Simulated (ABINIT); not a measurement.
MgS:

```xyz
2
Lattice="0.0000 2.8331 2.8331 2.8331 0.0000 2.8331 2.8331 2.8331 0.0000" Properties=species:S:1:pos:R:3 pbc="T T T"
S     1.4166    1.4166    1.4166
Mg    0.0000    0.0000    0.0000
```

The cell comes from a database or a generator and needn't be the stable form of this composition.

Base run:

```yaml
Program: ABINIT 10.8.3 (patched build)
Functional: LDA
Potentials_or_basis: PseudoDojo NC SR LDA v0.4.1 standard
Cutoff: 1088 eV
k_mesh: 6 × 6 × 6
Occupations: fermi-dirac, width 0.05 eV
Spin: no spin polarisation
```

Its results: band gap on the k mesh 3.17 eV, direct; pressure -2.2 GPa.

**Question.** The run is repeated on the same cell with these changes: functional from LDA to PBEsol; potentials or basis from PseudoDojo NC SR LDA v0.4.1 standard to PseudoDojo NC SR PBEsol v0.4.1 standard; cutoff from 1088 eV to 1034 eV. What comes out?

**Answer.** Band gap on the k mesh 3.28 eV, direct; pressure -0.8 GPa.

A k mesh can miss the band edges.
